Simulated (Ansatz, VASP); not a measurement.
## One calculation of AlN, two programs

The input INCAR:

```
ALGO = Normal ; EDIFF = 1E-7
ENCUT = 520 ; GGA = PE
ISIF = 2 ; ISMEAR = 0
LASPH = True ; LCHARG = False
LREAL = False ; LWAVE = False
NBANDS = 16 ; NELM = 60
PREC = Accurate ; SIGMA = 0.05
```

Contents of KPOINTS:

```
k-points
0
Gamma
  8 8 6
```

Contents of POSCAR:

```
AlN
1.0
    0.0000000000     -2.0353166207     -2.0353166207
    0.0000000000      2.0353166207     -2.0353166207
    4.0706332413      0.0000000000      0.0000000000
Al N
2 2
Direct
    0.5057976238      0.4942023762      0.0000000000
   -0.0057976238      0.0057976238      0.5000000000
    0.4978966712      0.5021033288      0.5000000000
    0.0021033288      0.9978966712      0.0000000000
```

Input for Ansatz:

```yaml
crystal:
  lattice:
    - [0.0, -2.0353166207, -2.0353166207]
    - [0.0, 2.0353166207, -2.0353166207]
    - [4.0706332413, 0.0, 0.0]
  atoms:
    - { symbol: Al, position: [0.5057976238, 0.4942023762, 0.0] }
    - { symbol: Al, position: [-0.0057976238, 0.0057976238, 0.5] }
    - { symbol: "N", position: [0.4978966712, 0.5021033288, 0.5] }
    - { symbol: "N", position: [0.0021033288, 0.9978966712, 0.0] }
basis:
  ecutwfc: 520.0
kpoints:
  mp_grid: { grid: [8, 8, 6] }
hamiltonian:
  xc: pbe
  pseudopotentials: { kind: paw }
scf:
  occupations: { method: gaussian, width: 0.05 }
output:
  forces: true
  stress: true
  eigenvalues: true
```

Change from the starting cell: mode 4 frozen in at -0.024 Å, equal normal strain along x, y and z +0.0000.

Alike in both runs: task single point; functional PBE; k mesh 8 × 8 × 6; occupations gaussian, width 0.05 eV; no spin polarisation.

```csv
,VASP,Ansatz
version,VASP 6.6.1,Ansatz 0.2.0
potentials or method,"VASP PAW PBE potentials, release 64 (Al, N)","scalar-relativistic, plane waves, PAW"
plane-wave cutoff (eV),520,520
valence electrons in the cell,16,16
```

Ansatz gave:

```
gap on the k mesh at the Fermi level (eV)       : 4.43
least direct gap on the mesh (eV)               : 4.43
pressure (GPa)                                  : 0.0
largest component of the traceless stress (GPa) : 0.08
rms of the force components (eV/Å)              : 0.099
```

Task: What did VASP give for the same quantities?

Result: gap on the k mesh at the Fermi level (eV): 4.41; least direct gap on the mesh (eV): 4.41; pressure (GPa): -0.2; largest component of the traceless stress (GPa): 0.08; rms of the force components (eV/Å): 0.099.

Atom by atom the forces differ by 0.000 eV/Å (rms over components). With one functional, cell and mesh, what is left measures potentials, basis and numerics.

A k mesh can miss the band edges.
